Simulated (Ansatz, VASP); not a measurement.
## GaN in VASP and in Ansatz

```
Ga N
1.0
     0.00000    2.24895    2.24895
     2.24895    0.00000    2.24895
     2.24895    2.24895    0.00000
Ga N
1 1
Direct
  0.00000 0.00000 0.00000
  0.25000 0.25000 0.25000
```

Alike in both runs: task single point; functional PBE; k mesh 6 × 6 × 6; occupations methfessel-paxton of order 1, width 0.05 eV; no spin polarisation.

```csv
,VASP,Ansatz
version,VASP 6.6.1,Ansatz 0.2.0
potentials or method,"VASP PAW PBE potentials, release 64 (Ga_d, N)",plane waves
plane-wave cutoff (eV),520,420
valence electrons in the cell,18,18
```

|  | VASP | Ansatz | Ansatz less VASP |
| --- | --- | --- | --- |
| gap on the k mesh at the Fermi level (eV) | 1.76 | 1.75 | -0.008 |
| pressure (GPa) | 6.2 | 6.2 | -0.05 |

With one functional, cell and mesh, what is left measures potentials, basis and numerics.

A hybrid or GW would open this gap; PBE tends to underestimate it.
